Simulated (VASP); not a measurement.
A run of VASP 6.6.1 is set up as follows.

Contents of INCAR:

```
SYSTEM = Mg2Si
  ALGO = Normal
  EDIFF = 1E-6
  EDIFFG = -0.01
  ENCUT = 600
  GGA = PE
  IBRION = 2
  ISIF = 3
  ISMEAR = 0
  KPAR = 2
  LASPH = .TRUE.
  LCHARG = .FALSE.
  LREAL = .FALSE.
  LWAVE = .FALSE.
  NELM = 80
  NSW = 90
  PREC = Accurate
  SIGMA = 0.03
```

The input KPOINTS:

```
k-points
0
G
  10 10 10
  0 0 0
```

File POSCAR:

```
Mg2Si
1.0
    0.0000000000      3.1955000000      3.1955000000
    3.1955000000      0.0000000000      3.1955000000
    3.1955000000      3.1955000000      0.0000000000
Mg Si
2 1
Direct
    0.2500000000      0.2500000000      0.2500000000
    0.7500000000      0.7500000000      0.7500000000
    0.0000000000      0.0000000000      0.0000000000
```

Potentials or basis: VASP PAW PBE potentials, release 64 (Mg, Si).

Command:

```console
$ cat potpaw_PBE.64/Mg/POTCAR potpaw_PBE.64/Si/POTCAR > POTCAR
$ mpirun -np 2 vasp_std > vasp.out
```

(1) Estimate the relaxed volume.

(2) What does it give for the band gap on the k mesh?

(3) Predict the relaxed cell.

Answers

(1) 21.42 Å³/atom.

(2) 0.21 eV, indirect (least direct gap 1.86 eV).

(3) a = 4.496 Å, b = 4.496 Å, c = 4.496 Å, α = 60.00°, β = 60.00°, γ = 60.00°.
